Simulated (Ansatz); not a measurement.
# An O vacancy in wurtzite MgO, 95 atoms, charge +2

Computed with DFT, PBEsol, PAW, plane waves (Ansatz).

Command:

```sh
ansatz run in.yaml --threads 8 --pin off --max-ram 118750MiB --runs-dir r --events-out ev --progress --plain --backend cuda --devices 0, --max-vram 170GiB
```

The input less its lattice and atoms:

```yaml
crystal:
  symmetry: { detect: false }
kpoints:
  mp_grid: { grid: [1, 1, 1], shift: [0.25, 0.25, 0.25] }
hamiltonian:
  xc: pbesol
total_charge: 2
scf:
  occupations: { method: fermi_dirac, width: 0.01 }
relax:
  f_tol: 0.03
  max_steps: 80
  escape_saddle: false
  adjacent_minimum: "off"
output:
  forces: true
  eigenvalues: true
  populations: true
  charged_corrections: { epsilon: 8 }
```

Start:

```
Mg O
1.0
     9.90582    0.00000    0.00000
     0.00000   11.43825    0.00000
     0.00000    0.00000   10.04965
Mg O
48 47
Cartesian
  1.6585 0.9638 2.4510
  1.6524 0.9308 7.4949
  0.0047 3.8230 2.4533
  0.0278 3.8128 7.4711
  4.9276 0.9406 2.4436
  4.9660 0.9734 7.4858
  3.3281 3.8198 2.4599
  3.2901 3.8176 7.4917
  1.6698 6.6505 2.4502
  1.6457 6.6734 7.5067
  9.8698 9.5562 2.4758
  9.8799 9.5270 7.4854
  8.2332 0.9395 2.4710
  8.2447 0.9434 7.4684
  6.5759 3.8177 2.4588
  6.6078 3.7947 7.4887
  4.9530 6.6596 2.4458
  4.9363 6.6531 7.4803
  3.2926 9.5247 2.4484
  3.3412 9.5331 7.4966
  8.2545 6.7212 2.4359
  8.2416 6.6707 7.4780
  6.6172 9.5578 2.4742
  6.5956 9.5411 7.4958
  9.8997 1.9175 4.9472
  9.8836 1.9022 9.9692
  3.3223 1.8777 4.9416
  3.2987 1.9113 9.9670
  1.6465 4.7817 4.9760
  1.6790 4.7457 10.0018
  9.8668 7.6461 4.9777
  0.0245 7.6410 10.0055
  6.5946 1.8908 4.9686
  6.6077 1.9295 9.9948
  4.9356 4.7673 4.9743
  4.9488 4.7722 10.0179
  3.2851 7.6595 4.9603
  3.2999 7.6030 9.9969
  1.6735 10.5012 4.9783
  1.6222 10.5067 9.9862
  8.2439 4.7899 4.9902
  8.2764 4.7958 0.0113
  6.6066 7.5993 4.9486
  6.6308 7.6402 9.9744
  4.9188 10.4708 5.0363
  4.9645 10.4927 10.0191
  8.2779 10.5091 4.9775
  8.2633 10.4592 9.9729
  9.8867 1.9278 1.8990
  0.0063 1.8730 6.9746
  3.3251 1.9270 1.9354
  3.2961 1.9331 6.9805
  1.6450 4.7643 1.9773
  1.6333 4.7619 6.9512
  9.8936 7.6598 1.9041
  0.0111 7.6195 6.9304
  6.6152 1.8807 1.9618
  6.6145 1.8913 6.9493
  4.9455 4.7439 1.9929
  4.9539 4.7678 6.9777
  3.3047 7.6218 1.9245
  3.2935 7.6124 6.9438
  1.6728 10.4801 1.9439
  1.6515 10.4839 6.9831
  8.2449 4.7797 1.9373
  8.2509 4.7577 6.9509
  6.6488 7.6376 1.9701
  6.5881 7.6394 6.9576
  4.9603 10.4903 1.9638
  4.9697 10.4757 6.9956
  8.2537 10.4941 1.9472
  8.2206 10.4828 7.0077
  1.6370 0.9405 4.4348
  1.6633 0.9353 9.4733
  0.0166 3.8316 4.4674
  9.8729 3.8175 9.4882
  4.9431 0.9629 4.4548
  4.9688 0.9542 9.4793
  3.3154 3.8260 4.4262
  3.2794 3.8063 9.5132
  1.6454 6.6757 4.4407
  1.6168 6.6944 9.4774
  9.8723 9.5310 4.4388
  0.0165 9.5337 9.4908
  8.2518 0.9675 4.4598
  8.2436 0.9692 9.5074
  6.6083 3.8335 4.4643
  6.6187 3.8205 9.5012
  4.9673 6.6596 9.5001
  3.3231 9.5456 4.4446
  3.2703 9.4962 9.5021
  8.2622 6.6482 4.4514
  8.2477 6.6874 9.4720
  6.5928 9.5112 4.4368
  6.6040 9.5563 9.4660
```

Steps:

```json
{"step": "start", "energy less the first (eV)": "0.000", "largest force component (eV/Å)": "2.412"}
{"step": "1", "energy less the first (eV)": "-1.781", "largest force component (eV/Å)": "1.445"}
{"step": "2", "energy less the first (eV)": "-2.762", "largest force component (eV/Å)": "0.523"}
{"step": "3", "energy less the first (eV)": "-2.883", "largest force component (eV/Å)": "0.204"}
{"step": "4", "energy less the first (eV)": "-2.915", "largest force component (eV/Å)": "0.037"}
{"step": "5", "energy less the first (eV)": "-2.915", "largest force component (eV/Å)": "0.007"}
```

End:

```
Mg O
1.0
     9.90582    0.00000    0.00000
     0.00000   11.43825    0.00000
     0.00000    0.00000   10.04965
Mg O
48 47
Direct
  0.16515 0.08385 0.24245
  0.16615 0.08318 0.74418
  0.99986 0.33285 0.24396
  0.99987 0.33230 0.74501
  0.49986 0.08467 0.24427
  0.49987 0.08535 0.74448
  0.33140 0.33228 0.24397
  0.32911 0.33209 0.74793
  0.16628 0.58217 0.24400
  0.16391 0.58134 0.74785
  0.99987 0.83327 0.24435
  0.99988 0.83310 0.74401
  0.83459 0.08385 0.24245
  0.83358 0.08318 0.74417
  0.66833 0.33228 0.24397
  0.67062 0.33209 0.74793
  0.49987 0.58330 0.18295
  0.49987 0.58324 0.75940
  0.33324 0.83595 0.24392
  0.33410 0.83771 0.74776
  0.83347 0.58216 0.24402
  0.83583 0.58135 0.74781
  0.66651 0.83596 0.24393
  0.66565 0.83770 0.74772
  0.99987 0.16795 0.49411
  0.99987 0.16702 0.99316
  0.32939 0.16317 0.49318
  0.33208 0.16509 0.99535
  0.16497 0.41491 0.49574
  0.16525 0.41585 0.99612
  0.99988 0.66455 0.49250
  0.99987 0.66717 0.99727
  0.67034 0.16317 0.49316
  0.66766 0.16509 0.99536
  0.49987 0.38289 0.50792
  0.49987 0.40734 0.99455
  0.30320 0.68345 0.50740
  0.32472 0.67186 0.99438
  0.16312 0.92039 0.49312
  0.16468 0.91804 0.99527
  0.83477 0.41491 0.49575
  0.83448 0.41586 0.99611
  0.69652 0.68344 0.50731
  0.67503 0.67188 0.99440
  0.49987 0.92070 0.49530
  0.49988 0.91926 0.99617
  0.83665 0.92039 0.49315
  0.83507 0.91804 0.99525
  0.99987 0.16746 0.19086
  0.99987 0.16644 0.69205
  0.33282 0.16661 0.19325
  0.33303 0.16782 0.69093
  0.16676 0.41691 0.19365
  0.16630 0.41701 0.69310
  0.99987 0.66596 0.19540
  0.99988 0.66578 0.69018
  0.66691 0.16661 0.19326
  0.66671 0.16783 0.69092
  0.49986 0.41552 0.19534
  0.49987 0.41942 0.69594
  0.33247 0.66792 0.19532
  0.33626 0.66585 0.69605
  0.16597 0.91646 0.19339
  0.16700 0.91557 0.69078
  0.83296 0.41692 0.19364
  0.83344 0.41701 0.69311
  0.66728 0.66793 0.19536
  0.66346 0.66585 0.69596
  0.49988 0.91756 0.19403
  0.49987 0.91807 0.69271
  0.83378 0.91646 0.19336
  0.83276 0.91557 0.69080
  0.16408 0.08389 0.44057
  0.16620 0.08317 0.94182
  0.99985 0.33397 0.44227
  0.99985 0.33381 0.94244
  0.49986 0.08626 0.44297
  0.49986 0.08469 0.94245
  0.33073 0.33199 0.44268
  0.33179 0.33252 0.94395
  0.16725 0.58158 0.44289
  0.16544 0.58312 0.94412
  0.99987 0.83075 0.44340
  0.99987 0.83229 0.94241
  0.83564 0.08389 0.44058
  0.83351 0.08317 0.94181
  0.66898 0.33200 0.44268
  0.66791 0.33252 0.94395
  0.49987 0.58339 0.96374
  0.33331 0.83677 0.44293
  0.33305 0.83545 0.94403
  0.83249 0.58157 0.44290
  0.83427 0.58314 0.94409
  0.66643 0.83679 0.44294
  0.66667 0.83545 0.94400
```

The calculation finished and met its thresholds.

Time: 5.2 s of wall time on one NVIDIA GB200 with 8 processor threads, on a host shared with other runs; peak host memory 1.9 GiB.

Question: How much energy did the relaxation gain, and which atom moved most?

Answer: 2.92 eV in 5 steps, from a start with small random displacements; atom 17 (Mg) moved 0.61 Å, the median atom 0.04 Å (drift of the whole cell removed).
